LDA gives ZnO the wrong size and almost the right energy. Its cell shrinks by 4.4%, the largest volume change of the five functionals. Yet its formation energy, −1.68 eV/atom, comes closest to the measured value of roughly −1.8 eV/atom (recalled, and compared here without thermal or zero-point corrections). The reason is that volume and formation energy test different things.

Ansatz 0.2.0, scalar-relativistic plane-wave DFT with PAW, for ZnO (P6_3mc, 4 atoms per cell), with cell and atoms relaxed to a force tolerance of 0.005 eV/Å. The ZnO runs share a 12×12×6 k mesh and Gaussian smearing of 0.02 eV, without spin polarization or a dispersion correction.

```tsv
functional	wave cutoff	energy over elements (eV/atom)	volume change (%)	volume per atom (Å³)
LDA	420 eV	-1.681	-4.370	11.331
PBE	420 eV	-1.424	4.010	12.325
PBEsol	420 eV	-1.471	-0.580	11.781
r2SCAN	500 eV	-1.637	-0.340	11.809
HSE06	420 eV	-1.547	0.750	11.939
```

"Volume change" is counted from the common starting cell. "Energy over elements" is the energy of ZnO less that of zinc metal and O₂ gas, so a more negative value means a more stable oxide. From the smallest volume to the largest, the order is LDA, PBEsol, r2SCAN, HSE06, PBE. From the strongest formation energy to the weakest, it is LDA, r2SCAN, HSE06, PBEsol, PBE.

**What sets the volume**

Consider two limits. In a perfectly even electron gas the density has no gradient, and LDA is exact by construction. In a crystal pulled apart into atoms, the density between them thins out and its relative gradient grows. PBE makes the exchange energy more negative where this gradient is large, so it rewards the looser crystal. LDA gives no such reward, and its crystal comes out tighter; the two volumes differ by nearly 9%.

PBEsol was built with a weaker gradient term, about 0.56 of PBE's coefficient. If volume simply followed that coefficient, PBEsol would lie 0.56 of the way from LDA to PBE. It lies 0.45 of the way, so the rule, which uses only the LDA and PBE rows, puts the PBEsol volume 0.9% too high. Part of the miss may come from the correlation term, which PBEsol changes as well.

**Why the energy does not follow the volume**

The PBE run shows how little energy a change of volume is worth. It began under a pressure of 5.55 GPa and relieved it by expanding 4.01%, which gives a stiffness B of 5.55/0.0401 ≈ 138 GPa. Treat the crystal as a spring with starting volume V₀ = 11.85 Å³/atom, and squeeze it by the whole LDA–PBE difference, ΔV = 12.325 − 11.331 = 0.994 Å³/atom. With 1 eV/Å³ equal to about 160 GPa, the cost is

½ B (ΔV)²/V₀ = ½ × 138 × 0.994²/11.85 GPa Å³ ≈ 5.8 GPa Å³ ≈ 0.036 eV/atom.

The two formation energies differ by 0.257 eV/atom, seven times as much. The same spring picture gives 0.008 eV/atom for the energy that PBE gained by relaxing, and the run itself gives 0.008 too, although an apparent basis adjustment of about 0.002 eV/atom makes the agreement less sharp than it looks. The estimate covers the oxide only, since the volumes of zinc metal aren't given. Still, the size of the oxide cell can't explain the difference between LDA and PBE. Most of it must come from how each functional weighs the bonds, in the oxide and in the elements.

**What sets the formation energy**

Forming ZnO takes an oxygen atom out of O₂ and binds it to zinc. If a functional binds O₂ too strongly, the starting gas looks too stable and the oxide too weak. If it also binds oxygen too strongly in the oxide, the two errors oppose each other. In the limit where they are equal, the formation energy is right although both bonds are wrong.

LDA lies near that limit. As a rough recollection, LDA overbinds O₂ by 2.4 eV per molecule and PBE by 1.0 eV. A quarter of a molecule belongs to each atom of ZnO, so the O₂ error alone would leave the LDA formation energy 0.6 eV/atom too weak. It is only about 0.1 eV/atom too weak. Counted from zinc metal and free oxygen atoms, LDA must therefore overbind the oxide by about 0.5 eV/atom, which hides most of the O₂ error.

The comparison with PBE points the same way. The O₂ errors alone would make LDA's formation energy about 0.35 eV/atom weaker than PBE's. It is in fact about 0.26 eV/atom stronger.

Relative to zinc metal and free oxygen atoms, LDA must therefore bind the oxide more strongly than PBE by roughly 0.6 eV/atom. Both figures for the oxide are inferred from recalled values, because the separate energies of the elements aren't given. They also assume that O₂ was computed in its magnetic ground state.

**The irregular rows**

PBEsol sits a little short of midway between LDA and PBE in volume, but 0.82 of the way towards PBE in energy. A formation energy is the difference between the binding in the oxide and the binding in the elements, and these need not shift in step when the gradient term is weakened. How the shift divides between O₂, zinc metal and ZnO can't be read from these results. PBEsol also lists a soft set of atomic potentials where the other rows name none, so some of its offset could come from there.

r2SCAN has nearly the same volume as PBEsol, only about 0.2% larger, yet its formation energy is 0.17 eV/atom stronger. Besides the density and its gradient, r2SCAN uses the kinetic-energy density of the electrons, which helps it to tell a covalent bond from a metal-like region. It can thus correct O₂ without distorting the solid to the same degree. This explanation fits the pair, but no row isolates it. The r2SCAN run also has a higher wave cutoff.

HSE06 is PBE with a quarter of the short-range exchange replaced by exact exchange. The change shrinks the cell by 3.1%, strengthens the formation energy by 0.12 eV/atom and widens the band gap from 0.74 to 2.51 eV. Exact exchange removes part of the spurious repulsion of each electron with itself. In theory this holds the filled zinc 3d and oxygen 2p shells more compactly, so that the ions can sit closer together.

By the same rough recollection, HSE06 overbinds O₂ by only 0.1 eV per molecule. That cure alone would strengthen the formation energy by roughly 0.2 eV/atom, about twice the change found. The direction is right, but if the recalled O₂ errors hold, the binding of the oxide relative to zinc metal and free oxygen atoms must have shifted the other way.

**What to do about it**

For the structure, use PBEsol, r2SCAN or HSE06; all three lie within about 1% of the measured volume as recalled, roughly 11.9 Å³/atom. For an oxidation or reduction energy, check the binding of O₂ separately before trusting the total, because LDA shows how two large errors can hide in a good number. Nor is a good O₂ enough: by the recalled errors HSE06 nearly has one, yet its formation energy is still about 0.25 eV/atom too weak. When two forms of ZnO are compared, O₂ and zinc metal drop out of the difference, and so do their errors.

If ZnO is to serve as a transparent channel or contact, a good volume is no warrant for the gap. PBEsol gives 0.70 eV against a measured gap recalled as roughly 3.4 eV, and even HSE06 falls well short. The printed output that follows contains the PBEsol interpolation and the spring estimate.

Printed output of the fit:

```
Overview:
     row  volume change %  eV/atom above rough measured value  gap eV
     LDA            -4.37                               0.119     0.8
     PBE             4.01                               0.376    0.74
  PBEsol            -0.58                               0.329     0.7
  r2SCAN            -0.34                               0.163    1.24
   HSE06             0.75                               0.253    2.51
PBE volume above LDA volume, % of LDA: 8.772
PBE formation energy minus LDA, eV/atom: 0.257
r2SCAN volume above PBEsol, %: 0.2377
r2SCAN formation energy minus PBEsol, eV/atom: -0.166
PBEsol share of the PBE gradient coefficient: 0.5612
PBEsol share of the LDA to PBE volume step: 0.4527
PBEsol volume predicted by interpolation, A^3/atom: 11.89
predicted less computed PBEsol volume, %: 0.915
PBEsol share of the LDA to PBE energy step: 0.8171
predicted less computed PBEsol formation energy, eV/atom: -0.06578
PBE stiffness from starting pressure and expansion, GPa: 138.4
elastic estimate of PBE relaxation gain, eV/atom: 0.008232
computed PBE relaxation gain, eV/atom: 0.007993
elastic energy of the whole LDA to PBE volume difference, eV/atom: 0.03602
PBE minus LDA formation energy if only O2 erred, rough eV/atom: -0.35
rest needed from oxide against metal and O atoms, rough eV/atom: 0.607
HSE06 minus PBE formation energy if only O2 erred, rough eV/atom: -0.225
HSE06 minus PBE formation energy, eV/atom: -0.123
HSE06 volume relative to PBE, %: -3.132
HSE06 gap minus PBE gap, eV: 1.77
```
